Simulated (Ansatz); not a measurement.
MoS2, DFT, PBE, PAW with Ansatz's default frozen-core files, scalar-relativistic (Ansatz 0.2.0), run on 1 thread of Intel(R) Xeon(R) Platinum 8488C (Sapphire Rapids) on a shared host.

The cell comes from COD entry 9007661, which wasn't checked; take it as a given geometry. The listed cell was then made from it by scaling, straining or moving an atom.

Command: `ansatz run input.yaml --threads 1 --pin off --max-ram 4096MiB --backend cpu --events-out ev --progress --plain --runs-dir out`

```yaml
crystal:
  lattice:
    - [1.6166824051, 0.9516038085, 6.1358029001]
    - [-1.5463183085, 0.9357888049, 6.1199878965]
    - [0.0214858534, -1.7955426634, 6.1141992034]
  atoms:
    - { symbol: Mo, position: [0.0, 0.0, 0.0] }
    - { symbol: S, position: [0.7484, 0.7484, 0.7484] }
    - { symbol: S, position: [0.5849, 0.5849, 0.5849] }
kpoints:
  mp_grid: { grid: [13, 13, 13] }
scf:
  occupations: { method: fermi_dirac, width: 0.05 }
hamiltonian:
  xc: pbe
  pseudopotentials: { kind: paw }
output:
  forces: true
  stress: true
  eigenvalues: true
  efg: { contact_densities: true }
  write_density: true
  write_potential: true
  elf: true
  volumetric_format: npy
```

Problem. How large is the problem that the program sets up?

Solution. 1099 irreducible k-points, 1019 plane waves at Γ, 17 bands.

Problem. Estimate the wall time and the peak memory.

Solution. 98 s of wall time for 8 SCF iterations, with a peak of 1.2 GiB. Times on shared machines scatter by tens of per cent.

Problem. And the same cell and mesh by crystal-made all-electron datasets, asked for forces, stress, eigenvalues, efg, on the same hardware?

Solution. 3.6 min, peak memory 3.4 GiB.
